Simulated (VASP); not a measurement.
Computed with eigenvalue-self-consistent GW0 on PBE orbitals, VASP's PBE PAW potentials (set 64) (plane waves; VASP).

VASP input:

File KPOINTS:
```
Automatic
0
G
 4 4 4
```

**POSCAR**
```
NaBr
5.970
  0.0000000000   0.5000000000   0.5000000000
  0.5000000000   0.0000000000   0.5000000000
  0.5000000000   0.5000000000   0.0000000000
Na Br
1 1
Cartesian
  0.0000000000   0.0000000000   0.0000000000
  0.5000000000   0.5000000000   0.5000000000
```

INCAR:
```
! general
SYSTEM      = NaBr
PREC        = Normal
ENCUT       = 500
LREAL       = .FALSE.   ! projection in real space or not
LASPH       = .TRUE.
NBANDS      = 160

! electronic loop
ALGO        = EVGW0

! smearing
ISMEAR      = 0   ! Gaussian
SIGMA       = 0.01   ! width (eV)

! functional
GGA         = PE   ! PBE

! output
LWAVE       = .FALSE.
LCHARG      = .FALSE.

! other
NELMGW      = 4
NOMEGA      = 64
ENCUTGW     = 200
NBANDSGW    = 16
LSPECTRALGW = .TRUE.
```

POTCAR, in this order: Na_sv_GW Br_GW (PBE.64 set). Program: vasp_std. Read from the step before: WAVECAR, WAVEDER.

The run wrote:

**OUTCAR**
```
 ion  position               nearest neighbor table
   1  0.000  0.000  0.000-
   2  0.500  0.500  0.500-
  LATTYP: Found a face centered cubic cell.
 ALAT       =     5.9700000000
 Subroutine PRICEL returns:
 Original cell was already a primitive cell.
 Subroutine GETGRP returns: Found 48 space group operations
The static configuration has the point symmetry O_h .
The dynamic configuration has the point symmetry O_h .
 Subroutine INISYM returns: Found 48 space group operations
 Subroutine IBZKPT returns following result:
 Found      8 irreducible k-points:

 Following reciprocal coordinates:
            Coordinates               Weight
  0.000000  0.000000  0.000000      1.000000
  0.250000  0.000000  0.000000      8.000000
  0.500000  0.000000  0.000000      4.000000
  0.250000  0.250000  0.000000      6.000000
  0.500000  0.250000  0.000000     24.000000
 -0.250000  0.250000  0.000000     12.000000
  0.500000  0.500000  0.000000      3.000000
 -0.250000  0.500000  0.250000      6.000000
 Subroutine IBZKPT_HF returns following result:
   k-points           NKPTS =      8   k-points in BZ     NKDIM =     64   number of bands    NBANDS=    160
   number of dos      NEDOS =    301   number of ions     NIONS =      2
   total plane-waves  NPLWV =  13824
   dimension x,y,z NGX =    24 NGY =   24 NGZ =   24
   dimension x,y,z NGXF=    48 NGYF=   48 NGZF=   48
   ions per type =               1   1
   PREC   = normal    normal or accurate (medium, high low for compatibility)
   ISTART =      1    job   : 0-new  1-cont  2-samecut
   ICHARG =      0    charge: 1-file 2-atom 10-const
   ISPIN  =      1    spin polarized calculation?
   LNONCOLLINEAR =      F non collinear calculations
   LSORBIT =      F    spin-orbit coupling
   INIWAV =      1    electr: 0-lowe 1-rand  2-diag
   ENCUT  =  500.0 eV  36.75 Ry    6.06 a.u.   7.70  7.70  7.70*2*pi/ulx,y,z
   NELM   =     60;   NELMIN=  2; NELMDL=  0     # of ELM steps
...
```

### OSZICAR
```
energies w=
    0.000    0.000    1.219    0.000    2.435    0.000    3.646    0.000
    4.851    0.000    6.046    0.000    7.230    0.000    8.402    0.000
    9.561    0.000   10.706    0.000   11.836    0.000   12.951    0.000
   14.051    0.000   15.138    0.000   16.211    0.000   17.271    0.000
   18.320    0.000   19.358    0.000   20.388    0.000   21.410    0.000
   22.427    0.000   23.440    0.000   24.450    0.000   25.460    0.000
   26.472    0.000   27.488    0.000   28.511    0.000   29.541    0.000
   30.584    0.000   31.639    0.000   32.712    0.000   33.805    0.000
   34.920    0.000   36.063    0.000   37.236    0.000   38.445    0.000
   39.694    0.000   40.988    0.000   42.334    0.000   43.738    0.000
   45.208    0.000   46.752    0.000   48.381    0.000   50.106    0.000
   51.940    0.000   53.898    0.000   55.998    0.000   58.261    0.000
   60.713    0.000   63.383    0.000   66.308    0.000   69.532    0.000
   73.109    0.000   77.107    0.000   81.611    0.000   86.730    0.000
   92.604    0.000   99.421    0.000  107.429    0.000  116.976    0.000
  128.551    0.000  142.874    0.000  161.047    0.000  184.841    0.000
NQ=   1    0.0000    0.0000    0.0000,
 performed        196000 updates of chi_q(r,r)
NQ=   2    0.2500    0.0000    0.0000,
 performed        576000 updates of chi_q(r,r)
NQ=   3    0.5000    0.0000    0.0000,
 performed        864000 updates of chi_q(r,r)
NQ=   4    0.2500    0.2500    0.0000,
 performed       1209000 updates of chi_q(r,r)
NQ=   5    0.5000    0.2500    0.0000,
 performed       1671000 updates of chi_q(r,r)
NQ=   6   -0.2500    0.2500    0.0000,
 performed       2082000 updates of chi_q(r,r)
NQ=   7    0.5000    0.5000    0.0000,
 performed       2350000 updates of chi_q(r,r)
NQ=   8   -0.2500    0.5000    0.2500,
 performed       2700000 updates of chi_q(r,r)
 resolving degeneracies of screened two electron integrals
NQ=   1    0.0000    0.0000    0.0000,
 performed        196000 updates of chi_q(r,r)
NQ=   2    0.2500    0.0000    0.0000,
 performed        576000 updates of chi_q(r,r)
NQ=   3    0.5000    0.0000    0.0000,
 performed        864000 updates of chi_q(r,r)
NQ=   4    0.2500    0.2500    0.0000,
 performed       1209000 updates of chi_q(r,r)
NQ=   5    0.5000    0.2500    0.0000,
 performed       1671000 updates of chi_q(r,r)
NQ=   6   -0.2500    0.2500    0.0000,
 performed       2082000 updates of chi_q(r,r)
NQ=   7    0.5000    0.5000    0.0000,
 performed       2350000 updates of chi_q(r,r)
NQ=   8   -0.2500    0.5000    0.2500,
 performed       2700000 updates of chi_q(r,r)
 resolving degeneracies of screened two electron integrals
NQ=   1    0.0000    0.0000    0.0000,
 performed        196000 updates of chi_q(r,r)
NQ=   2    0.2500    0.0000    0.0000,
 performed        576000 updates of chi_q(r,r)
NQ=   3    0.5000    0.0000    0.0000,
 performed        864000 updates of chi_q(r,r)
NQ=   4    0.2500    0.2500    0.0000,
 performed       1209000 updates of chi_q(r,r)
NQ=   5    0.5000    0.2500    0.0000,
 performed       1671000 updates of chi_q(r,r)
NQ=   6   -0.2500    0.2500    0.0000,
 performed       2082000 updates of chi_q(r,r)
NQ=   7    0.5000    0.5000    0.0000,
 performed       2350000 updates of chi_q(r,r)
NQ=   8   -0.2500    0.5000    0.2500,
 performed       2700000 updates of chi_q(r,r)
 resolving degeneracies of screened two electron integrals
NQ=   1    0.0000    0.0000    0.0000,
 performed        196000 updates of chi_q(r,r)
NQ=   2    0.2500    0.0000    0.0000,
 performed        576000 updates of chi_q(r,r)
NQ=   3    0.5000    0.0000    0.0000,
 performed        864000 updates of chi_q(r,r)
NQ=   4    0.2500    0.2500    0.0000,
 performed       1209000 updates of chi_q(r,r)
NQ=   5    0.5000    0.2500    0.0000,
 performed       1671000 updates of chi_q(r,r)
NQ=   6   -0.2500    0.2500    0.0000,
 performed       2082000 updates of chi_q(r,r)
NQ=   7    0.5000    0.5000    0.0000,
 performed       2350000 updates of chi_q(r,r)
NQ=   8   -0.2500    0.5000    0.2500,
 performed       2700000 updates of chi_q(r,r)
 resolving degeneracies of screened two electron integrals
```

### OUTCAR
```


 k-point   1 :       0.0000    0.0000    0.0000
  band No. old QP-enery  QP-energies   sigma(KS)   T+V_ion+V_H  V^pw_x(r,r')   Z            occupation Imag(sigma)

      1     -61.2546     -61.3473     -40.2585     -21.1205     -49.1356       0.7451       2.0000       0.6209
      2     -28.9074     -28.9560     -34.9476       5.9787     -41.3554       0.7908       2.0000       0.2332
      3     -28.9074     -28.9560     -34.9476       5.9787     -41.3554       0.7908       2.0000       0.2332
      4     -28.9074     -28.9560     -34.9476       5.9787     -41.3554       0.7908       2.0000       0.2332
      5     -15.6944     -15.7148     -15.9312       0.2092     -22.0997       0.7409       2.0000       1.5971
      6      -2.9417      -2.9512     -15.0877      12.1341     -16.7090       0.7983       2.0000       0.1515
      7      -2.9417      -2.9512     -15.0877      12.1341     -16.7090       0.7983       2.0000       0.1515
      8      -2.9417      -2.9512     -15.0877      12.1341     -16.7090       0.7983       2.0000       0.1515
      9       4.2240       4.2244      -6.8853      11.1098      -3.8139       0.8429       0.0000      -0.1253
     10      10.0060      10.0073      -6.4842      16.4918      -3.0730       0.8264       0.0000      -0.1675
     11      10.0060      10.0073      -6.4842      16.4918      -3.0730       0.8264       0.0000      -0.1675
     12      10.0060      10.0073      -6.4842      16.4918      -3.0730       0.8264       0.0000      -0.1675
     13      12.3967      12.3981      -7.3763      19.7747      -3.6393       0.8110       0.0000      -0.2113
     14      12.3967      12.3981      -7.3763      19.7747      -3.6393       0.8110       0.0000      -0.2113
     15      12.5524      12.5544      -4.8847      17.4396      -1.0324       0.8045       0.0000      -0.3078
     16      14.9340      14.9361      -7.0889      22.0255      -2.8551       0.7945       0.0000      -0.4029

 k-point   2 :       0.2500    0.0000    0.0000
  band No. old QP-enery  QP-energies   sigma(KS)   T+V_ion+V_H  V^pw_x(r,r')   Z            occupation Imag(sigma)

      1     -61.2532     -61.3478     -40.2593     -21.1198     -49.1360       0.7513       2.0000       0.6208
      2     -28.9129     -28.9634     -34.9165       5.9391     -41.3218       0.7829       2.0000       0.2428
      3     -28.9075     -28.9561     -34.9456       5.9766     -41.3533       0.7896       2.0000       0.2334
      4     -28.9075     -28.9561     -34.9456       5.9766     -41.3533       0.7896       2.0000       0.2334
      5     -15.5316     -15.5518     -16.0751       0.5163     -22.2058       0.7411       2.0000       1.5589
      6      -4.2744      -4.2847     -13.8340       9.5466     -15.6180       0.7914       2.0000       0.1814
      7      -3.1107      -3.1204     -14.9471      11.8242     -16.5958       0.7967       2.0000       0.1550
      8      -3.1107      -3.1204     -14.9471      11.8242     -16.5958       0.7967       2.0000       0.1550
      9       5.7519       5.7524      -7.3484      13.1009      -4.1874       0.8337       0.0000      -0.1360
     10       9.0814       9.0825      -6.9201      16.0029      -3.4844       0.8206       0.0000      -0.1746
     11      10.2764      10.2777      -6.9404      17.2184      -3.4810       0.8213       0.0000      -0.1761
     12      10.2764      10.2777      -6.9404      17.2184      -3.4810       0.8213       0.0000      -0.1761
     13      12.1268      12.1284      -7.1017      19.2305      -3.3661       0.8112       0.0000      -0.2249
     14      12.1268      12.1284      -7.1017      19.2305      -3.3661       0.8112       0.0000      -0.2249
     15      13.5029      13.5049      -6.4072      19.9126      -2.3186       0.8014       0.0000      -0.3539
     16      16.5939      16.5953      -5.8008      22.3965      -1.5847       0.8185       0.0000      -0.5410

 k-point   3 :       0.5000    0.0000    0.0000
  band No. old QP-enery  QP-energies   sigma(KS)   T+V_ion+V_H  V^pw_x(r,r')   Z            occupation Imag(sigma)

      1     -61.2530     -61.3478     -40.2598     -21.1193     -49.1365       0.7523       2.0000       0.6208
      2     -28.9195     -28.9705     -34.8849       5.8998     -41.2878       0.7783       2.0000       0.2521
      3     -28.9068     -28.9563     -34.9436       5.9744     -41.3510       0.7923       2.0000       0.2336
      4     -28.9068     -28.9563     -34.9436       5.9744     -41.3510       0.7923       2.0000       0.2336
      5     -15.3580     -15.3777     -16.2334       0.8491     -22.3238       0.7478       2.0000       1.5168
      6      -5.2674      -5.2789     -13.3461       8.0639     -15.3767       0.7806       2.0000       0.2228
      7      -3.2695      -3.2794     -14.8294      11.5475     -16.5083       0.7952       2.0000       0.1588
      8      -3.2695      -3.2794     -14.8294      11.5475     -16.5083       0.7952       2.0000       0.1588
      9       6.1794       6.1802      -6.4712      12.6516      -3.3912       0.8381       0.0000      -0.1349
     10       9.8203       9.8215      -7.1649      16.9866      -3.7771       0.8237       0.0000      -0.1679
     11       9.8203       9.8215      -7.1649      16.9866      -3.7771       0.8237       0.0000      -0.1679
     12      10.4001      10.4016      -8.7073      19.1093      -4.7444       0.7951       0.0000      -0.2532
     13      12.8240      12.8260      -5.7786      18.6051      -1.7752       0.8032       0.0000      -0.3163
     14      15.4957      15.4971      -8.2863      23.7837      -4.0785       0.8005       0.0000      -0.3635
     15      15.4957      15.4971      -8.2863      23.7837      -4.0785       0.8005       0.0000      -0.3635
     16      15.3372      15.3393      -6.0922      21.4321      -1.8080       0.8041       0.0000      -0.4664

 k-point   4 :       0.2500    0.2500    0.0000
  band No. old QP-enery  QP-energies   sigma(KS)   T+V_ion+V_H  V^pw_x(r,r')   Z            occupation Imag(sigma)

      1     -61.2556     -61.3472     -40.2587     -21.1196     -49.1361       0.7458       2.0000       0.6209
      2     -28.9098     -28.9607     -34.9209       5.9465     -41.3274       0.7885       2.0000       0.2357
      3     -28.9098     -28.9589     -34.9410       5.9689     -41.3475       0.7885       2.0000       0.2357
      4     -28.9098     -28.9589     -34.9410       5.9689     -41.3475       0.7885       2.0000       0.2357
      5     -15.4860     -15.5059     -16.0937       0.5810     -22.2136       0.7440       2.0000       1.5504
      6      -4.2292      -4.2394     -13.8531       9.6109     -15.6303       0.7920       2.0000       0.1801
      7      -3.3572      -3.3672     -14.7871      11.4174     -16.4822       0.7943       2.0000       0.1602
      8      -3.3572      -3.3672     -14.7871      11.4174     -16.4822       0.7943       2.0000       0.1602
      9       6.3639       6.3645      -7.7425      14.1071      -4.4822       0.8292       0.0000      -0.1432
     10       7.9345       7.9356      -5.9553      13.8911      -2.7615       0.8340       0.0000      -0.1461
     11       9.7100       9.7113      -7.2678      16.9794      -3.7786       0.8183       0.0000      -0.1831
     12      11.4217      11.4233      -7.1385      18.5622      -3.4462       0.8112       0.0000      -0.2191
     13      11.4217      11.4233      -7.1385      18.5622      -3.4462       0.8112       0.0000      -0.2191
     14      13.2395      13.2410      -7.5586      20.7999      -3.6853       0.8083       0.0000      -0.2429
     15      16.5929      16.5945      -7.0250      23.6199      -2.6866       0.8056       0.0000      -0.5180
     16      16.5929      16.5945      -7.0250      23.6199      -2.6866       0.8056       0.0000      -0.5180

 k-point   5 :       0.5000    0.2500    0.0000
  band No. old QP-enery  QP-energies   sigma(KS)   T+V_ion+V_H  V^pw_x(r,r')   Z            occupation Imag(sigma)

      1     -61.2574     -61.3469     -40.2586     -21.1191     -49.1365       0.7447       2.0000       0.6211
      2     -28.9165     -28.9672     -34.9044       5.9230     -41.3085       0.7803       2.0000       0.2429
      3     -28.9103     -28.9594     -34.9351       5.9624     -41.3417       0.7874       2.0000       0.2341
      4     -28.9103     -28.9594     -34.9351       5.9624     -41.3417       0.7874       2.0000       0.2341
      5     -15.3219     -15.3406     -16.2189       0.8721     -22.3010       0.7518       2.0000       1.5117
      6      -4.8683      -4.8794     -13.6229       8.7405     -15.5794       0.7848       2.0000       0.2055
      7      -3.9066      -3.9170     -14.2855      10.3658     -16.0627       0.7909       2.0000       0.1737
      8      -3.5047      -3.5149     -14.6906      11.1731     -16.4154       0.7927       2.0000       0.1641
      9       7.1721       7.1730      -6.9027      14.0758      -3.6791       0.8329       0.0000      -0.1445
     10       8.4167       8.4177      -7.3485      15.7664      -3.9828       0.8227       0.0000      -0.1619
     11       9.2788       9.2801      -7.1408      16.4211      -3.6371       0.8168       0.0000      -0.1857
     12      11.1613      11.1628      -7.4467      18.6098      -3.8117       0.8122       0.0000      -0.2072
     13      12.8638      12.8659      -7.3194      20.1858      -3.2263       0.7955       0.0000      -0.3274
     14      15.5225      15.5239      -8.0271      23.5514      -3.8096       0.8001       0.0000      -0.3736
     15      16.0821      16.0835      -7.6824      23.7662      -3.3746       0.8094       0.0000      -0.4577
     16      15.9702      15.9721      -6.8320      22.8046      -2.4435       0.8012       0.0000      -0.5013

 k-point   6 :      -0.2500    0.2500    0.0000
  band No. old QP-enery  QP-energies   sigma(KS)   T+V_ion+V_H  V^pw_x(r,r')   Z            occupation Imag(sigma)

      1     -61.2541     -61.3474     -40.2594     -21.1192     -49.1364       0.7494       2.0000       0.6209
      2     -28.9154     -28.9659     -34.9044       5.9245     -41.3088       0.7819       2.0000       0.2459
      3     -28.9112     -28.9614     -34.9321       5.9568     -41.3381       0.7824       2.0000       0.2341
      4     -28.9073     -28.9564     -34.9437       5.9744     -41.3513       0.7914       2.0000       0.2335
      5     -15.3698     -15.3897     -16.1984       0.8020     -22.2915       0.7467       2.0000       1.5217
...
```
(Selected blocks of OUTCAR.)

The mesh is coarse and the basis finite, so the quasiparticle values are not converged.

The compound is NaBr in the rock salt structure. The cell was not relaxed at this level. The k-mesh is coarse (spacing up to 0.46 per Å, 2π included), so the numbers may not be converged in it.
